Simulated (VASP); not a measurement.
**TiS2: relaxation of cell and atoms with PBE+D3(BJ)**

The system is TiS2.

```
Ti S
1.0
     3.41200    0.00000    0.00000
    -1.70600    2.95488    0.00000
     0.00000    0.00000    5.69500
Ti S
1 2
Cartesian
  0.0000 0.0000 0.0000
  0.0000 1.9699 1.4238
  1.7060 0.9850 4.2713
```

| Quantity | Value |
| --- | --- |
| Program | VASP 6.6.1 |
| Task | relaxation of cell and atoms |
| Functional | PBE |
| Dispersion | D3(BJ) |
| Potentials or basis | VASP PAW PBE potentials, release 64 (Ti_sv, S) |
| Cutoff | 600 eV |
| k mesh | 12 × 12 × 7 |
| Occupations | methfessel-paxton, width 0.1 eV |
| Spin | no spin polarisation |
| Further INCAR settings | ALGO = Normal; EDIFF = 1e-06; IBRION = 2; EDIFFG = -0.01; NSW = 90; ISIF = 3 |

```json
{
 "Relaxed volume": "17.98 Å³/atom",
 "Relaxed cell": "a = 3.358 Å, b = 3.358 Å, c = 5.523 Å, α = 90.00°, β = 90.00°, γ = 120.00°",
 "Space group after relaxing (to 0.05 Å)": "P-3m1 (No. 164)",
 "Energy gained by relaxing": "8.8 meV/atom",
 "Ionic steps": "15",
 "Pressure after relaxing": "0.0 GPa",
 "Largest force after relaxing": "0.003 eV/Å",
 "Band gap on the k mesh": "none (metal or under the smearing width)",
 "Dispersion energy per atom": "-0.410 eV"
}
```

Forces in eV/Å, atoms in the order of the input:
```
Ti   0.000  0.000  0.000
S    0.000  0.000  0.003
S    0.000  0.000 -0.003
```

The path:
| step | energy change (eV) | largest force (eV/Å) | pressure (GPa) | volume (Å³) |
| --- | --- | --- | --- | --- |
| 1 | 0.0000 | 0.1233 | -2.93 | 57.42 |
| 2 | -0.0037 | 0.5324 | 2.64 | 54.55 |
| 3 | -0.0154 | 0.2172 | -0.09 | 55.86 |
| 4 | -0.0193 | 0.1409 | -0.11 | 55.53 |
| 5 | -0.0210 | 0.0305 | -0.11 | 55.08 |
| 6 | -0.0210 | 0.0440 | -0.07 | 55.13 |
| 7 | -0.0225 | 0.0354 | -0.13 | 54.96 |
| 8 | -0.0256 | 0.0056 | -0.20 | 54.43 |
| 9 | -0.0238 | 0.0691 | -0.17 | 53.36 |
| 10 | -0.0264 | 0.0099 | -0.10 | 54.08 |
| 11 | -0.0264 | 0.0118 | -0.16 | 54.05 |
| 12 | -0.0259 | 0.0375 | -0.16 | 53.71 |
| 13 | -0.0264 | 0.0131 | -0.13 | 54.02 |
| 14 | -0.0261 | 0.0621 | 0.48 | 53.71 |
| 15 | -0.0265 | 0.0034 | 0.01 | 53.95 |

Final structure:
```xyz
3
Lattice="3.3585 0.0000 0.0000 -1.6792 2.9085 0.0000 0.0000 0.0000 5.5231" Properties=species:S:1:pos:R:3 pbc="T T T"
Ti    0.0000    0.0000    0.0000
S     0.0000    1.9390    1.4292
S     1.6792    0.9695    4.0939
```

Levels at points of the mesh, in eV from the Fermi level:
| k point | band 9 | band 10 | band 11 | band 12 | band 13 | band 14 | band 15 | band 16 |
| --- | --- | --- | --- | --- | --- | --- | --- | --- |
| (0.00, 0.00, 0.00) | -2.78 | 0.15 | 0.16 | 0.16 | 0.54 | 0.54 | 0.87 | 3.46 |
| (0.50, 0.00, 0.00) | -3.05 | -2.91 | -2.64 | -1.65 | 0.18 | 1.65 | 2.10 | 3.77 |

Run time: 7.1 min on 1 thread of Intel(R) Xeon(R) 6975P-C (Granite Rapids), with other jobs on the host, peak memory 0.3 GiB.

Caveat: pairwise dispersion overbinds metals, which lowers pressure and volume.
